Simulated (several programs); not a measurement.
# KCl (rocksalt) from semi-empirical methods to plane-wave DFT

KCl in the rocksalt structure, relaxed with r2SCAN in Ansatz, was computed with several methods. It is cubic, Fm-3m (No. 225); conventional cell a = 6.290 Å, 31.10 Å³ an atom. K has 6 Cl at 3.14 Å; Cl has 6 K at 3.14 Å. The values are computed, spin-unpolarised, and not measurements.

```yaml
crystal:
  lattice:
    - [0.00000, 3.14485, 3.14485]
    - [3.14485, 0.00000, 3.14485]
    - [3.14485, 3.14485, 0.00000]
  atoms:
    - { symbol: K, position: [0.00000, 0.00000, 0.00000] }
    - { symbol: Cl, position: [0.50000, 0.50000, 0.50000] }
```

Gaps and times are for a single point on this cell; volume and bulk modulus come from each method's own relaxation or energy curve at fixed shape. Times are rough, from shared hosts (Arm Neoverse V1; Arm Neoverse V2; NVIDIA H100 80GB HBM3), and each method has its own mesh and cell size. PM6 (MOPAC), PM7 (MOPAC), GFN1-xTB (tblite), GFN2-xTB (tblite) treat a cluster of cells at its zone centre, which samples few k points: where these miss a band edge, the gap comes out too large for that reason alone. Gaps from k meshes are read at a limited set of points (mesh, symmetry points, PBE's band edges), so each method's own least gap may be somewhat smaller. Force fields have no electrons; where one was fitted to this phase, its volume and modulus reflect the fit. xTB and the PM methods were fitted mostly to molecules, and can miss a solid's gap by electronvolts. Minimal bases can be far off for gaps. Times of the plane-wave rungs are withheld (a dash), since they come from other jobs, hosts and meshes; the meshes of hybrids and Hartree-Fock don't converge their gaps to the digits shown. GLLB-SC's gap includes the derivative discontinuity. G0W0 is at finite bands, cutoff and mesh. d marks a direct gap, i an indirect one (no mark: not told apart), a dash a value that wasn't computed or didn't pass its checks.

```json
{"method": "ffield.eim (LAMMPS)", "kind": "force field", "gap (eV)": "–", "own volume (Å³/atom)": "–", "bulk modulus (GPa)": "–", "atoms computed": "2", "processor time": "0.13 s"}
{"method": "light PBE (260 eV, its own mesh)", "kind": "light plane-wave", "gap (eV)": "5.20 d", "own volume (Å³/atom)": "–", "bulk modulus (GPa)": "–", "atoms computed": "2", "processor time": "0.59 s"}
{"method": "PBE", "kind": "semilocal", "gap (eV)": "5.19 d", "own volume (Å³/atom)": "32.44", "bulk modulus (GPa)": "16", "atoms computed": "2", "processor time": "–"}
{"method": "GFN1-xTB (tblite)", "kind": "tight binding", "gap (eV)": "3.07", "own volume (Å³/atom)": "–", "bulk modulus (GPa)": "–", "atoms computed": "cluster", "processor time": "3.3 s"}
{"method": "PM7 (MOPAC)", "kind": "semi-empirical", "gap (eV)": "12.58", "own volume (Å³/atom)": "30.36", "bulk modulus (GPa)": "48", "atoms computed": "cluster", "processor time": "4.1 s"}
{"method": "G0W0@r2SCAN (180 eV screening cutoff)", "kind": "many-body", "gap (eV)": "8.35", "own volume (Å³/atom)": "–", "bulk modulus (GPa)": "–", "atoms computed": "2", "processor time": "–"}
{"method": "PM6 (MOPAC)", "kind": "semi-empirical", "gap (eV)": "10.53", "own volume (Å³/atom)": "–", "bulk modulus (GPa)": "–", "atoms computed": "cluster", "processor time": "4.4 s"}
{"method": "r2SCAN", "kind": "semilocal", "gap (eV)": "5.83 d", "own volume (Å³/atom)": "31.10", "bulk modulus (GPa)": "19", "atoms computed": "2", "processor time": "–"}
{"method": "GFN2-xTB (tblite)", "kind": "tight binding", "gap (eV)": "2.91", "own volume (Å³/atom)": "33.58", "bulk modulus (GPa)": "11", "atoms computed": "cluster", "processor time": "5.7 s"}
{"method": "G0W0@PBE (260 eV screening cutoff)", "kind": "many-body", "gap (eV)": "8.06", "own volume (Å³/atom)": "–", "bulk modulus (GPa)": "–", "atoms computed": "2", "processor time": "–"}
{"method": "PBE/SZV (CP2K)", "kind": "small basis", "gap (eV)": "4.00 d", "own volume (Å³/atom)": "33.11", "bulk modulus (GPa)": "20", "atoms computed": "2", "processor time": "7.5 s"}
{"method": "GLLB-SC (GPAW)", "kind": "model potential", "gap (eV)": "9.89", "own volume (Å³/atom)": "–", "bulk modulus (GPa)": "–", "atoms computed": "2", "processor time": "10 s"}
{"method": "G0W0@PBE0 (180 eV screening cutoff)", "kind": "many-body", "gap (eV)": "8.83", "own volume (Å³/atom)": "–", "bulk modulus (GPa)": "–", "atoms computed": "2", "processor time": "–"}
{"method": "G0W0@HSE06 (180 eV screening cutoff)", "kind": "many-body", "gap (eV)": "8.62", "own volume (Å³/atom)": "–", "bulk modulus (GPa)": "–", "atoms computed": "2", "processor time": "–"}
{"method": "PBE/single zeta (GPAW)", "kind": "small basis", "gap (eV)": "4.76 d", "own volume (Å³/atom)": "–", "bulk modulus (GPa)": "–", "atoms computed": "2", "processor time": "15 s"}
{"method": "PBE/DZVP (CP2K)", "kind": "small basis", "gap (eV)": "5.18 d", "own volume (Å³/atom)": "32.75", "bulk modulus (GPa)": "16", "atoms computed": "2", "processor time": "16 s"}
{"method": "HSE06", "kind": "hybrid", "gap (eV)": "6.51 d", "own volume (Å³/atom)": "–", "bulk modulus (GPa)": "–", "atoms computed": "2", "processor time": "–"}
{"method": "PBE0", "kind": "hybrid", "gap (eV)": "7.24 d", "own volume (Å³/atom)": "–", "bulk modulus (GPa)": "–", "atoms computed": "2", "processor time": "–"}
```

Against HSE06 (6.51 eV) the nearest gap at the points sampled is that of r2SCAN (-0.67 eV) and the farthest that of PM7 (MOPAC) (+6.08 eV). HSE06 is only a yardstick of convenience: for gaps this wide it usually falls short of measured ones, so a larger value can be the better one.

Volumes against r2SCAN's: PBE +4.3 %, PM7 (MOPAC) -2.4 %, GFN2-xTB (tblite) +8.0 %, PBE/SZV (CP2K) +6.5 %, PBE/DZVP (CP2K) +5.3 %.
